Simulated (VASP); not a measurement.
**ZnS: band structure with LDA**

**The experiment to reproduce.**

A printed reference work, monograph reports, for a bulk crystal of ZnS at 4 K: band gap 3.911 eV (direct).

ZnS:

```xyz
4
Lattice="3.7856 0.0000 0.0000 -1.8928 3.2784 0.0000 0.0000 0.0000 6.2125" Properties=species:S:1:pos:R:3 pbc="T T T"
Zn    0.0000    2.1856    0.0336
Zn    1.8928    1.0928    3.1399
S     0.0000    2.1856    2.3582
S     1.8928    1.0928    5.4644
```

```json
{
  "Program": "VASP 6.6.1",
  "Task": "band structure",
  "Functional": "LDA",
  "Potentials or basis": "VASP PAW LDA potentials, release 64 (Zn, S)",
  "Cutoff": "520 eV",
  "k mesh": "9 × 9 × 5",
  "Occupations": "gaussian, width 0.03 eV",
  "Spin": "no spin polarisation",
  "Further INCAR settings": "ALGO = Normal; EDIFF = 1e-06; NBANDS = 26"
}
```

```json
{"Pressure": "-2.7 GPa", "Largest force": "0.004 eV/Å", "Band gap on the k mesh": "2.06 eV, direct", "Band gap along the path": "2.06 eV, direct"}
```

Forces in eV/Å, atoms in the order of the input:
```
Zn   0.000  0.000 -0.004
Zn   0.000  0.000 -0.004
S    0.000  0.000  0.004
S    0.000  0.000  0.004
```

Levels at the corners of the path, in eV from the valence-band top:
```tsv
point	band 15	band 16	band 17	band 18	band 19	band 20	band 21	band 22
Γ	-0.93	-0.09	0.00	0.00	2.06	2.95	6.15	6.15
M	-3.43	-2.33	-1.79	-0.92	3.45	4.13	4.92	6.77
M	-3.43	-2.33	-1.79	-0.92	3.45	4.13	4.92	6.77
K	-4.04	-2.44	-2.44	-2.20	3.99	5.87	5.87	7.67
K	-4.04	-2.44	-2.44	-2.20	3.99	5.87	5.87	7.67
Γ	-0.93	-0.09	0.00	0.00	2.06	2.95	6.15	6.15
Γ	-0.93	-0.09	0.00	0.00	2.06	2.95	6.15	6.15
A	-0.49	-0.49	-0.49	-0.49	3.42	3.42	6.62	6.62
A	-0.49	-0.49	-0.49	-0.49	3.42	3.42	6.62	6.62
L	-1.71	-1.71	-1.69	-1.69	3.34	3.34	5.05	5.05
L	-1.71	-1.71	-1.69	-1.69	3.34	3.34	5.05	5.05
H	-3.21	-3.21	-1.42	-1.42	4.35	4.35	6.13	6.13
H	-3.21	-3.21	-1.42	-1.42	4.35	4.35	6.13	6.13
A	-0.49	-0.49	-0.49	-0.49	3.42	3.42	6.62	6.62
L	-1.71	-1.71	-1.69	-1.69	3.34	3.34	5.05	5.05
M	-3.43	-2.33	-1.79	-0.92	3.45	4.13	4.92	6.77
K	-4.04	-2.44	-2.44	-2.20	3.99	5.87	5.87	7.67
H	-3.21	-3.21	-1.42	-1.42	4.35	4.35	6.13	6.13
```

It took 80 s on 1 thread of Intel(R) Xeon(R) 6975P-C (Granite Rapids), on a shared host, peak memory 0.23 GiB.

Measured gap of ZnS: 3.911 eV (direct; 4 K; a printed reference work, monograph). This calculation gives 2.06 eV (-1.85 eV). The value is that of LDA, without temperature or zero-point motion. Semilocal functionals fall short of measured gaps as a rule.
